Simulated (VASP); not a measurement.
**Cd: single point with PBE**

The system is Cd.

```
Cd
1.0
     2.95719   -1.44241    0.00000
     2.95719    1.44241    0.00000
     0.00000    0.00000   11.23122
Cd
4
Direct
  0.74993 0.25007 0.12499
  0.75007 0.24993 0.62499
  0.25007 0.74993 0.87501
  0.24993 0.75007 0.37501
```

The cell was built by a generator and needn't be a form met in nature.

```json
{
  "Program": "VASP 6.6.1",
  "Task": "single point",
  "Functional": "PBE",
  "Potentials or basis": "VASP PAW PBE potentials, release 64 (Cd)",
  "Cutoff": "520 eV",
  "k mesh": "6 × 6 × 2",
  "Occupations": "gaussian, width 0.1 eV",
  "Spin": "no spin polarisation",
  "Dipole correction": "no",
  "Further INCAR settings": "ALGO = Normal; EDIFF = 1e-06; NBANDS = 32"
}
```

```
Pressure               : 0.3 GPa
Band gap on the k mesh : none (metal or under the smearing width)
```

Stress tensor (GPa, compression positive):
```
0.06 0.00 0.00
0.00 0.26 0.00
0.00 0.00 0.45
```

Levels at points of the mesh, in eV from the Fermi level:
```tsv
k point	band 20	band 21	band 22	band 23	band 24	band 25	band 26	band 27	band 28	band 29
(0.00, 0.00, 0.00)	-8.03	-8.01	-6.61	-6.61	-2.31	-2.28	4.45	4.46	9.50	11.08
(0.50, 0.00, 0.00)	-7.93	-1.46	-1.46	-0.90	-0.90	0.75	0.75	3.23	3.23	4.71
(0.50, 0.50, 0.00)	-8.06	-3.13	-2.51	-2.16	-2.16	-0.98	-0.97	1.02	1.42	2.26
(0.00, 0.00, 0.50)	-8.11	-7.68	-7.68	-4.80	-4.80	0.82	0.82	8.45	8.45	9.91
(0.50, 0.00, 0.50)	-7.98	-1.25	-1.25	-1.25	-1.25	1.74	1.74	1.74	1.74	6.67
(0.50, 0.50, 0.50)	-8.11	-2.91	-2.91	-2.09	-2.09	-0.73	-0.73	0.49	0.49	4.80
```

Wall time 26 s on 1 thread of Intel(R) Xeon(R) 6975P-C (Granite Rapids) (shared host), peak memory 0.22 GiB.

Caveat: the k mesh is coarse (spacing up to 0.40 Å⁻¹), so the values aren't converged.
